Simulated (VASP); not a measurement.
A run of VASP 6.6.1 is set up as follows.

The input INCAR:

```
PREC = Accurate
ENCUT = 600
EDIFF = 1E-6
ISMEAR = 0
SIGMA = 0.03
LREAL = F
LASPH = T
NELM = 80
ALGO = Normal
ISIF = 3
LWAVE = F
LCHARG = F
GGA = PE
IVDW = 12
IBRION = 2
NSW = 90
EDIFFG = -0.01
LATTICE_CONSTRAINTS = .TRUE. .TRUE. .FALSE.
KPAR = 2
```

KPOINTS

```
regular mesh
0
Gamma
  9 9 1
```

File POSCAR:

```
ZrS2
1.0
    3.6913825500      0.0000000000      0.0000000000
   -1.8456912700      3.1968310600      0.0000000000
    0.0000000000      0.0000000000     26.9155419100
S Zr
4 2
Direct
    0.6666666700      0.3333333400      0.3343793000
    0.3333333300      0.6666666600      0.4411750300
    0.6666666700      0.3333333400      0.5588249700
    0.3333333300      0.6666666600      0.6656207000
    0.0000000000      0.0000000000      0.3877771600
    0.0000000000      0.0000000000      0.6122228400
```

Potentials or basis: VASP PAW PBE potentials, release 64 (S, Zr_sv).

Run with:

```sh
$ cat potpaw_PBE.64/S/POTCAR potpaw_PBE.64/Zr_sv/POTCAR > POTCAR
$ mpirun -np 2 vasp_std > vasp.out
```

Problem. Predict the dispersion energy per atom.

Solution. -0.301 eV.

Problem. Estimate the relaxed volume.

Solution. 51.50 Å³/atom.

The path:
| step | energy change (eV) | largest force (eV/Å) | pressure (GPa) | volume (Å³) |
| --- | --- | --- | --- | --- |
| 1 | 0.0000 | 0.0708 | -0.66 | 317.62 |
| 2 | -0.0128 | 0.3392 | 0.53 | 308.72 |
| 3 | -0.0170 | 0.2479 | 0.12 | 311.65 |
| 4 | -0.0241 | 0.1721 | 0.03 | 310.47 |
| 5 | -0.0293 | 0.0519 | -0.11 | 308.29 |
| 6 | -0.0293 | 0.0479 | -0.10 | 308.35 |
| 7 | -0.0297 | 0.0425 | -0.12 | 308.53 |
| 8 | -0.0304 | 0.1020 | -0.19 | 309.05 |
| 9 | -0.0295 | 0.2252 | -0.34 | 310.10 |
| 10 | -0.0305 | 0.1340 | -0.24 | 309.32 |
| 11 | -0.0306 | 0.1348 | -0.24 | 309.31 |
| 12 | -0.0309 | 0.1359 | -0.23 | 309.30 |
| 13 | -0.0314 | 0.1401 | -0.22 | 309.27 |
| 14 | -0.0324 | 0.1478 | -0.19 | 309.21 |
| 15 | -0.0342 | 0.1663 | -0.14 | 309.08 |
| 16 | -0.0369 | 0.1995 | -0.04 | 308.83 |
| 17 | -0.0387 | 0.2660 | 0.18 | 308.34 |
| 18 | -0.0397 | 0.2470 | 0.17 | 308.45 |
| 19 | -0.0422 | 0.1932 | 0.14 | 308.79 |
| 20 | -0.0447 | 0.1026 | 0.09 | 309.47 |
| 21 | -0.0448 | 0.0889 | 0.08 | 309.62 |
| 22 | -0.0451 | 0.0753 | 0.06 | 309.64 |
| 23 | -0.0456 | 0.0316 | -0.01 | 309.69 |
| 24 | -0.0456 | 0.0135 | -0.04 | 309.71 |
| 25 | -0.0457 | 0.0141 | -0.01 | 309.42 |
| 26 | -0.0458 | 0.0223 | 0.01 | 309.16 |
| 27 | -0.0458 | 0.0163 | 0.00 | 309.11 |
| 28 | -0.0458 | 0.0054 | -0.03 | 308.97 |
